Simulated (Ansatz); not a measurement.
The system is Sb.

```xyz
1
Lattice="-1.8713 1.8713 1.8713 1.8713 -1.8713 1.8713 1.8713 1.8713 -1.8713" Properties=species:S:1:pos:R:3 pbc="T T T"
Sb    0.0000    0.0000    0.0000
```

This isn't the form of Sb at room conditions, which is rhombohedral.

```yaml
Program: Ansatz 0.2.0
Task: relaxation of cell and atoms
Functional: PBEsol
Dispersion: D4
Potentials_or_basis: Ansatz PAW
Cutoff: "420 eV (not typed: the program's choice for these potentials)"
k_mesh: 10 × 10 × 10
Occupations: fermi-dirac, width 0.05 eV
Spin: no spin polarisation
```

At the start: volume 26.21 Å³/atom.

Question: Where does the relaxation end?

Answer: It ends after 4 steps and the volume is 25.46 Å³/atom (-2.9 %); space group Im-3m (No. 229, to 0.05 Å).

Step by step:
```
step  energy change (eV)  largest force (eV/Å)  volume (Å³)
   1              0.0000                0.0000        26.21
   2             -0.0042                0.0000        25.10
   3             -0.0052                0.0000        25.46
   4             -0.0050                0.0000        25.46
```

Final structure:
```xyz
1
Lattice="-1.8532 1.8532 1.8532 1.8532 -1.8532 1.8532 1.8532 1.8532 -1.8532" Properties=species:S:1:pos:R:3 pbc="T T T"
Sb    0.0000    0.0000    0.0000
```

Caveat: the plane-wave basis is chosen anew once the cell has moved, so the energies of steps on either side of that aren't comparable; pairwise dispersion overbinds metals, which lowers pressure and volume; the PAW data sets come from PBE, with cores solved anew for the run's functional, which leaves a small shift of forces and pressure.
